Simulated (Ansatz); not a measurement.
**Two inputs for SiC**

Cell: a structure deposited in the COD (the entry's cell lengths or inner coordinates differ somewhat from later room-temperature determinations).

```cif
data_SiC
_symmetry_space_group_name_H-M 'P6_3mc'
_symmetry_Int_Tables_number 186
_cell_length_a 3.0950
_cell_length_b 3.0950
_cell_length_c 15.1700
_cell_angle_alpha 90.000
_cell_angle_beta 90.000
_cell_angle_gamma 120.000
loop_
_atom_site_label
_atom_site_type_symbol
_atom_site_symmetry_multiplicity
_atom_site_Wyckoff_symbol
_atom_site_fract_x
_atom_site_fract_y
_atom_site_fract_z
Si1 Si 2 a 0.0000 0.0000 0.1250
Si3 Si 2 b 0.3333 0.6667 0.2917
Si5 Si 2 b 0.3333 0.6667 0.9583
C7 C 2 a 0.0000 0.0000 0.0000
C9 C 2 b 0.3333 0.6667 0.1667
C11 C 2 b 0.3333 0.6667 0.8333
```

One atom of each set is listed.

Reference run. Level of theory: DFT, PBE, plane waves and PAW (field gradients read without the response of the frozen cores, which leaves them typically 4 to 6 % off), scalar-relativistic, 420 eV cutoff, Γ-centred 10×10×2 k-points, Fermi–Dirac smearing 0.02 eV (Ansatz 0.2.0).

**Question.** The input is changed as follows: `total_charge`: not typed → -1. What happens to V_zz (10²¹ V/m²) and η?

**Answer.** 

```tsv
site	V_zz reference	η reference	V_zz changed	η changed
Si1	-0.17	0.00	0.085	0.00
Si3	0.13	0.00	0.077	0.00
Si5	0.16	0.00	-0.15	0.00
C7	0.16	0.00	-0.040	0.00
C9	0.040	0.00	0.032	0.00
C11	0.013	0.00	0.083	0.00
```

The largest change of V_zz is on Si5, from 0.16 to -0.15. V_zz changes sign on Si1 (same axis), C7 (same axis), Si5 (same axis). The changed cell holds a charge of -1 on a uniform background, so it isn't the neutral crystal. It has an odd number of electrons and no spin polarisation, so the extra carrier is shared by both spins and spread out, where a real one carries spin and can localise. At these positions the changed run has forces up to 0.4 eV/Å, so its atoms aren't at their own equilibrium. The gap no longer holds the Fermi energy in the changed run, so its gradients also hang on the k-mesh and the smearing. SCF iterations: 6 and 8.

On the reference run: The values hang on the deposited positions: relaxing the atoms moves V_zz on Si1 from -0.17 to -0.093.
